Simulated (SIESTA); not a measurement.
## C: band structure with vdW-DF-cx

C:

```
C
1.0
     0.00000    1.78337    1.78337
     1.78337    0.00000    1.78337
     1.78337    1.78337    0.00000
C
2
Direct
  0.75000 0.75000 0.75000
  0.50000 0.50000 0.50000
```

This isn't the form of C at room conditions, which is graphite.

```yaml
Program: SIESTA 5.4.2
Task: band structure
Functional: vdW-DF-cx
Potentials_or_basis: PseudoDojo 0.4 standard (PBE files)
Basis: DZP (energy shift 0.003 Ry)
Grid_cutoff: 500 Ry
Energy_shift: 0.003 Ry
k_mesh: 13 × 13 × 13
Occupations: fermi-dirac, width 0.05 eV
Spin: no spin polarisation
```

The pressure is 8.4 GPa. The band gap on the k mesh is 4.23 eV, indirect (least direct gap 5.67 eV) and the band gap along the path is 4.22 eV, indirect (least direct gap 5.67 eV).

Levels at the corners of the path, in eV from the valence-band top:
```csv
point,band 1,band 2,band 3,band 4,band 5,band 6,band 7,band 8
Γ,-21.46,0.00,0.00,0.00,5.67,5.67,5.67,14.59
X,-12.77,-12.77,-6.30,-6.30,4.84,4.84,16.87,16.87
W,-11.97,-11.97,-8.34,-8.34,10.71,10.71,12.62,12.62
K,-12.97,-11.73,-9.32,-5.37,5.81,10.95,14.47,15.79
Γ,-21.46,0.00,0.00,0.00,5.67,5.67,5.67,14.59
L,-15.67,-13.39,-2.81,-2.81,8.59,8.59,9.11,16.89
U,-12.97,-11.73,-9.32,-5.37,5.81,10.95,14.47,15.79
W,-11.97,-11.97,-8.34,-8.34,10.71,10.71,12.62,12.62
L,-15.67,-13.39,-2.81,-2.81,8.59,8.59,9.11,16.89
K,-12.97,-11.73,-9.32,-5.37,5.81,10.95,14.47,15.79
U,-12.97,-11.73,-9.32,-5.37,5.81,10.95,14.47,15.79
X,-12.77,-12.77,-6.30,-6.30,4.84,4.84,16.87,16.87
```

Wall time 44 s on 1 thread of Arm Neoverse V2, with other jobs on the host, peak memory 0.24 GiB.

Caveat: the potentials were made for another functional, which shifts forces and pressure; the basis of atomic orbitals isn't converged, which shifts pressures, moduli and gaps.
